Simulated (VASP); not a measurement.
The system is SnO2.

```
Sn O
1.0
     3.02327    0.00000    0.00000
     0.00000    4.96468    0.00000
     0.00000    0.00000    5.97696
Sn O
1 2
Direct
  0.50000 0.50000 0.00000
  0.00000 0.50000 0.77572
  0.00000 0.50000 0.22428
```

The cell was built by a generator and needn't be a form met in nature.

- Program: VASP 6.6.1
- Task: relaxation of cell and atoms
- Functional: LDA
- Potentials or basis: VASP PAW LDA potentials, release 64 (Sn_d, O)
- Cutoff: 600 eV
- k mesh: 9 × 6 × 5
- Occupations: fermi-dirac, width 0.05 eV
- Spin: no spin polarisation

At the start: pressure -2.4 GPa; volume 29.90 Å³/atom.

Question: Where does the relaxation end?

Answer: Over 53 steps the energy falls by 12.4 meV/atom and the volume is 31.69 Å³/atom (+6.0 %); space group Pmmm (No. 47, to 0.05 Å).

Step by step:
```
step  energy change (eV)  largest force (eV/Å)  pressure (GPa)  volume (Å³)
   1              0.0000                0.5595           -2.37        89.71
   3             -0.0271                0.0263           -0.06        87.92
   5             -0.0272                0.0548            0.06        87.84
   7             -0.0278                0.0017            0.08        87.89
   9             -0.0285                0.0106           -0.01        88.01
  11             -0.0296                0.0506           -0.45        88.54
  13             -0.0299                0.0369           -0.43        88.56
  15             -0.0309                0.0235           -0.35        88.66
  17             -0.0322                0.1155           -0.06        88.74
  19             -0.0347                0.0497            0.13        88.80
  21             -0.0348                0.0129           -0.04        88.93
  23             -0.0348                0.0097           -0.02        88.92
  25             -0.0349                0.0076            0.06        88.93
  27             -0.0350                0.0130            0.07        89.15
  29             -0.0354                0.0347            0.09        90.15
  31             -0.0356                0.0634            0.11        91.51
  33             -0.0358                0.0640            0.10        91.80
  35             -0.0364                0.0640            0.06        92.92
  37             -0.0363                0.0645           -0.15        97.43
  39             -0.0370                0.0642           -0.04        95.28
  41             -0.0371                0.0224            0.04        95.11
  43             -0.0372                0.0015            0.09        95.02
  45             -0.0372                0.0061            0.07        95.04
  47             -0.0372                0.0070            0.03        95.05
  49             -0.0372                0.0078            0.01        95.06
  51             -0.0372                0.0094            0.01        95.06
  53             -0.0372                0.0093           -0.01        95.08
```

Final structure:
```cif
data_structure
_symmetry_space_group_name_H-M 'P 1'
_symmetry_Int_Tables_number 1
_cell_length_a 2.9843
_cell_length_b 5.6363
_cell_length_c 5.6523
_cell_angle_alpha 90.000
_cell_angle_beta 90.000
_cell_angle_gamma 90.000
_cell_volume 95.08
loop_
_atom_site_label
_atom_site_type_symbol
_atom_site_fract_x
_atom_site_fract_y
_atom_site_fract_z
_atom_site_occupancy
Sn1 Sn 0.50000 0.50000 0.00000 1
O1 O 0.00000 0.50000 0.76586 1
O2 O 0.00000 0.50000 0.23414 1
```
